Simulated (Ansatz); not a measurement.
Crystal: EuO.

```
Eu O
1.0
     0.00000    2.57195    2.57195
     2.57195    0.00000    2.57195
     2.57195    2.57195    0.00000
Eu O
1 1
Direct
  0.00000 0.00000 0.00000
  0.50000 0.50000 0.50000
```

```yaml
Program: Ansatz 0.2.0
Task: relaxation of cell and atoms
Functional: RPBE
Dispersion: D3(BJ)
Potentials_or_basis: Ansatz PAW
Cutoff: "420 eV (not typed: the program's choice for these potentials)"
k_mesh: 9 × 9 × 9
Occupations: fermi-dirac, width 0.05 eV
Spin: collinear spin, ferromagnetic start
Starting_moments: "[7.0, 0.0] μB"
```

At the start: volume 17.01 Å³/atom.

Task: How do energy, volume and symmetry change on relaxing?

Result: It ends after 8 steps and the volume is 13.50 Å³/atom (-20.7 %); space group Fm-3m (No. 225, to 0.05 Å); moment 6.82 μB per cell.

The path:
```
step  energy change (eV)  largest force (eV/Å)  volume (Å³)
   1              0.0000                0.0000        34.03
   2             -0.5437                0.0000        29.29
   3             -0.6131                0.0000        26.06
   4             -0.6306                0.0000        27.25
   5             -0.6317                0.0000        27.07
   6             -0.6248                0.0000        27.07
   7             -0.6251                0.0000        27.00
   8             -0.6250                0.0000        27.00
```

Final structure:
```cif
data_structure
_symmetry_space_group_name_H-M 'P 1'
_symmetry_Int_Tables_number 1
_cell_length_a 3.3673
_cell_length_b 3.3673
_cell_length_c 3.3673
_cell_angle_alpha 60.000
_cell_angle_beta 60.000
_cell_angle_gamma 60.000
_cell_volume 27.00
loop_
_atom_site_label
_atom_site_type_symbol
_atom_site_fract_x
_atom_site_fract_y
_atom_site_fract_z
_atom_site_occupancy
Eu1 Eu 0.00000 0.00000 0.00000 1
O1 O 0.50000 0.50000 0.50000 1
```

Caveat: the electronic state changed during the relaxation; the volume moved by over 15 % at a fixed basis, so the end points are rough; the plane-wave basis is chosen anew once the cell has moved, so the energies of steps on either side of that aren't comparable; the pressure holds a Pulay correction of +0.4 GPa for the finite cutoff; the volume moved by -21 % from the deposited cell, more than functionals usually miss; a cell with one magnetic atom can't hold antiferromagnetic order, which such compounds often take; without U or exact exchange the open f shell lies at the Fermi level, which spoils levels, moments and volumes; the PAW data sets come from PBE, with cores solved anew for the run's functional, which leaves a small shift of forces and pressure.
